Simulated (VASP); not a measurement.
# MoS2 (P6_3/mmc) in VASP: further runs, part 2 of 2

VASP 6.6.1.

**3. Phonons, PBE+D3(BJ)**

The input, POSCAR:

```
MoS2
1.0
    3.1487811847      0.0000000000      0.0000000000
   -1.5743905923      2.7269244969      0.0000000000
    0.0000000000      0.0000000000     12.0885171618
  Mo              S
     2     4
Direct
     0.3333333332999970    0.6666666667000030    0.2500000000000000
     0.6666666667000030    0.3333333332999970    0.7500000000000000
     0.3333333332999970    0.6666666667000030    0.6205253139512692
     0.6666666667000030    0.3333333332999970    0.1205253139512692
     0.3333333332999970    0.6666666667000030    0.8794746860487308
     0.6666666667000030    0.3333333332999970    0.3794746860487308
```

The input, INCAR.step1:

```
SYSTEM = MoS2
PREC = Accurate ; ENCUT = 600
EDIFF = 1E-8 ; ISMEAR = 0
SIGMA = 0.03 ; LREAL = .False.
LASPH = .True. ; NELM = 80
ALGO = Normal ; ISIF = 3
LWAVE = .False. ; LCHARG = .False.
GGA = PE ; IVDW = 12
KPAR = 2 ; IBRION = 2
NSW = 40 ; EDIFFG = -0.002
```

The input, INCAR.step2:

```
SYSTEM = MoS2
PREC = Accurate ; ENCUT = 600
EDIFF = 1E-8 ; ISMEAR = 0
SIGMA = 0.03 ; LREAL = .False.
LASPH = .True. ; NELM = 80
ALGO = Normal ; ISIF = 2
LWAVE = .False. ; LCHARG = .False.
GGA = PE ; IVDW = 12
KPAR = 2 ; IBRION = 6
NFREE = 2 ; POTIM = 0.015
NSW = 1
```

The input, KPOINTS:

```
regular mesh
0
Gamma
  12 12 3
  0 0 0
```

Potentials or basis: VASP PAW PBE potentials, release 64 (Mo_sv, S).

Started as:

```
cat potpaw_PBE.64/Mo_sv/POTCAR potpaw_PBE.64/S/POTCAR > POTCAR
cp INCAR.step1 INCAR
mpirun -np 2 vasp_std > vasp.out
cp CONTCAR POSCAR
cp INCAR.step2 INCAR
mpirun -np 2 vasp_std > vasp.out
```

OUTCAR:

```text
SYSTEM = MoS2
   PREC = Accurate
   ENCUT = 600
   EDIFF = 1E-8
   ISMEAR = 0
   LREAL = .False.
   LASPH = .True.
   NELM = 80
   ISIF = 2
   GGA = PE
   IVDW = 12
   IBRION = 6
   NFREE = 2
   POTIM = 0.015
   NSW = 1
 IVDW          = 12

 ion  position               nearest neighbor table
   1  0.333  0.667  0.250-   4 2.40   6 2.40   4 2.40   6 2.40   4 2.40   6 2.40
   2  0.667  0.333  0.750-   3 2.40   5 2.40   3 2.40   5 2.40   3 2.40   5 2.40
   3  0.333  0.667  0.620-   2 2.40   2 2.40   2 2.40
   4  0.667  0.333  0.120-   1 2.40   1 2.40   1 2.40
   5  0.333  0.667  0.880-   2 2.40   2 2.40   2 2.40
   6  0.667  0.333  0.380-   1 2.40   1 2.40   1 2.40

  LATTYP: Found a hexagonal cell.
 ALAT       =     3.1486683485
 C/A-ratio  =     3.8370319804

  Lattice vectors:

 A1 = (   3.1486683485,  -0.0000000000,   0.0000000000)
 A2 = (  -1.5743341742,   2.7268267779,   0.0000000000)
 A3 = (   0.0000000000,   0.0000000000,  12.0815411488)

Analysis of symmetry for initial positions (statically):
=====================================================================
 Subroutine PRICEL returns:
 Original cell was already a primitive cell.

 Routine SETGRP: Setting up the symmetry group for a
 hexagonal supercell.

 Subroutine GETGRP returns: Found 24 space group operations
 (whereof 12 operations were pure point group operations)
 out of a pool of 24 trial point group operations.

The static configuration has the point symmetry D_3d.
 The point group associated with its full space group is D_6h.

Analysis of symmetry for dynamics (positions and initial velocities):
=====================================================================
 Subroutine PRICEL returns:
 Original cell was already a primitive cell.

 Routine SETGRP: Setting up the symmetry group for a
 hexagonal supercell.

 Subroutine GETGRP returns: Found 24 space group operations
 (whereof 12 operations were pure point group operations)
 out of a pool of 24 trial point group operations.

The dynamic configuration has the point symmetry D_3d.
 The point group associated with its full space group is D_6h.

 Subroutine INISYM returns: Found 24 space group operations
 (whereof 12 operations are pure point group operations),
 and found     1 'primitive' translations

----------------------------------------------------------------------------------------

                                     Primitive cell

  volume of cell :     103.7306

  direct lattice vectors                    reciprocal lattice vectors
     3.148668348 -0.000000000  0.000000000     0.317594579  0.183363316  0.000000000
    -1.574334174  2.726826778  0.000000000     0.000000000  0.366726632  0.000000000
     0.000000000  0.000000000 12.081541149     0.000000000  0.000000000  0.082770897

  length of vectors
     3.148668348  3.148668348 12.081541149     0.366726632  0.366726632  0.082770897

  position of ions in fractional coordinates (direct lattice)
     0.333333333  0.666666667  0.250000000
     0.666666667  0.333333333  0.750000000
[... 101 lines left out ...]
   EFERMI_NEDOS =   21; number of points for ismear=-14 and -15
   IALGO  =     38    algorithm
   IMIX   =      4    mixing-type and parameters
     AMIX     =   0.40;   BMIX     =  1.00
     AMIX_MAG =   1.60;   BMIX_MAG =  1.00
  volume/ion in A,a.u.               =      17.29       116.67
  Fermi-wavevector in a.u.,A,eV,Ry     =   1.300490  2.457570 23.011182  1.691274
  Thomas-Fermi vector in A             =   2.431685
   LORBIT       =      0    0 simple, 1 ext, 2 COOP (PROOUT), +10 PAW based schemes
   GGA     = PE    functional components
   LHFCALC =     F    Hartree Fock is set to
   AEXX    =    0.0000 exact exchange contribution
   IVDW    =    12    specifies the selected vdW correction
   LEPSILON=     F    determine dielectric tensor
   LRPA    =     F    only Hartree local field effects (RPA)
 finite differences with symmetry
 non-spin polarized calculation
 Gauss-broadening in eV      SIGMA  =   0.03
  energy-cutoff  :      600.00
  volume of cell :      103.73
 maximum number of plane-waves:      3505
 NGX is ok and might be reduce to    28
   NGX = 13   NGY = 13   NGZ = 49

--------------------------------------- Ionic step        1  -------------------------------------------

 number of electron      51.9999994 magnetization

 Free energy of the ion-electron system (eV)
  ---------------------------------------------------
  ext. energy  EPLUGINS =         0.00000000
  ---------------------------------------------------
  free energy    TOTEN  =       -43.54368016 eV

  energy without entropy =      -43.54368016  energy(sigma->0) =      -43.54368016

------------------------ aborting loop because EDIFF is reached ----------------------------------------

 Edisp (eV)   -2.62811

 E8    (eV) :    -1.0597
[... 343 lines left out ...]
--------------------------------------- Ionic step        9  -------------------------------------------

 number of electron      51.9999995 magnetization

 Free energy of the ion-electron system (eV)
  ---------------------------------------------------
  ext. energy  EPLUGINS =         0.00000000
  ---------------------------------------------------
  free energy    TOTEN  =       -43.54164464 eV

  energy without entropy =      -43.54164464  energy(sigma->0) =      -43.54164464

 E-fermi :   8.1173     XC(G=0): -11.0253

 val. band max:        7.9564507133   @ k =   0.0000   0.0000   0.0000
 cond. band min:       8.7489568032   @ k =   0.1667   0.1667   0.0000
 fundamental gap:      0.7925060899
 Fermi energy:         8.1172556514

 k-point     1 :       0.0000    0.0000    0.0000
  band No.  band energies     occupation
      1     -53.5787      2.00000
      2     -53.5748      2.00000
      3     -27.7436      2.00000
      4     -27.7372      2.00000
      5     -27.5016      2.00000
      6     -27.5016      2.00000
[... 805 lines left out ...]
     30       9.8162      0.00000
     31      10.7082      0.00000

 [... further k-points ...]

------------------------ aborting loop because EDIFF is reached ----------------------------------------

 Edisp (eV)   -2.62820

 E8    (eV) :    -1.0597
[... 29 lines left out ...]
  FREE ENERGIE OF THE ION-ELECTRON SYSTEM (eV)
  ---------------------------------------------------
  free  energy   TOTEN  =       -46.1698440398 eV

  energy  without entropy=      -46.1698440398  energy(sigma->0) =      -46.16984404

 INTERNAL STRAIN TENSORS FROM DISPLACED ATOMS
 ============================================

 INTERNAL STRAIN TENSOR FOR ION    1 for displacements in x,y,z  (eV/Angst):
          X           Y           Z          XY          YZ          ZX
  --------------------------------------------------------------------------------
  x    -0.00000     0.00000     0.00000    -6.58703     0.00000     0.00000
  y    -6.58703     6.58703     0.00000     0.00000     0.00000     0.00000
  z     0.00000    -0.00000    -0.00000     0.00000    -0.00000    -0.00000

 INTERNAL STRAIN TENSOR FOR ION    6 for displacements in x,y,z  (eV/Angst):
          X           Y           Z          XY          YZ          ZX
  --------------------------------------------------------------------------------
  x     0.00000    -0.00000     0.00000     3.43154    -0.00000   -14.07253
  y     3.43154    -3.43154    -0.00000    -0.00000   -14.07253    -0.00000
  z   -10.08825   -10.08825   -27.99261    -0.00000     0.00000     0.00000

 Eigenvectors and eigenvalues of the dynamical matrix
 ----------------------------------------------------

   1 f  =   14.066071 THz    88.379728 2PiTHz  469.193612 cm-1    58.172568 meV
             X         Y         Z           dx          dy          dz
     -0.000000  1.817885  3.020385    -0.000000    0.000000   -0.439318
      1.574334  0.908942  9.061156     0.000000    0.000000    0.439318
     -0.000000  1.817885  7.495988    -0.000000   -0.000000   -0.391791
      1.574334  0.908942  1.455217     0.000000   -0.000000    0.391791
     -0.000000  1.817885 10.626324    -0.000000   -0.000000   -0.391791
      1.574334  0.908942  4.585554     0.000000   -0.000000    0.391791
[... 145 lines left out ...]
  18 f/i=    0.000518 THz     0.003252 2PiTHz    0.017264 cm-1     0.002140 meV
             X         Y         Z           dx          dy          dz
     -0.000000  1.817885  3.020385    -0.000000    0.000000    0.547412
      1.574334  0.908942  9.061156    -0.000000    0.000000    0.547412
     -0.000000  1.817885  7.495988    -0.000000    0.000000    0.316497
      1.574334  0.908942  1.455217    -0.000000    0.000000    0.316497
     -0.000000  1.817885 10.626324    -0.000000    0.000000    0.316497
      1.574334  0.908942  4.585554    -0.000000    0.000000    0.316497

 ELASTIC MODULI CONTR FROM IONIC RELAXATION (kBar)
 Direction    XX          YY          ZZ          XY          YZ          ZX
 --------------------------------------------------------------------------------
 XX        -387.8203   -245.5412   -878.7171     -0.0000     -0.0000     -0.0000
 YY        -245.5412   -387.8203   -878.7171     -0.0000     -0.0000     -0.0000
 ZZ        -878.7171   -878.7171  -2438.2401     -0.0000      0.0000     -0.0000
 XY          -0.0000     -0.0000     -0.0000    -71.1395     -0.0000      0.0000
 YZ           0.0000     -0.0000      0.0000     -0.0000  -1282.4330     -0.0000
 ZX          -0.0000      0.0000     -0.0000     -0.0000     -0.0000  -1282.4324
 --------------------------------------------------------------------------------
```

Run time: 37 min. Hardware: 2 MPI ranks of Intel Xeon Platinum 8259CL at 2.50GHz (Skylake/Cascade Lake), shared host; peak memory 1.2 GiB.

What came out:

```yaml
Relaxed_volume: 17.29 Å³/atom
Relaxed_cell: a = 3.149 Å, b = 3.149 Å, c = 12.082 Å, α = 90.00°, β = 90.00°, γ = 120.00°
Space_group_after_relaxing_to_0.05_Å: P6_3/mmc (No. 194)
Highest_phonon_frequency_at_Γ_LO-TO_splitting_left_out: 469 cm⁻¹
Dispersion_energy_per_atom: -0.438 eV
```

Final structure:
```
Mo S
1.0
     3.14867    0.00000    0.00000
    -1.57433    2.72683    0.00000
     0.00000    0.00000   12.08154
Mo S
2 4
Direct
  0.33333 0.66667 0.25000
  0.66667 0.33333 0.75000
  0.33333 0.66667 0.62045
  0.66667 0.33333 0.12045
  0.33333 0.66667 0.87955
  0.66667 0.33333 0.37955
```

Phonon frequencies in cm⁻¹ (negative: imaginary):
| q point | frequencies |
| --- | --- |
| (0.000, 0.000, 0.000) | 0 0 0 36 36 63 281 281 284 284 380 380 380 380 401 410 464 469 |
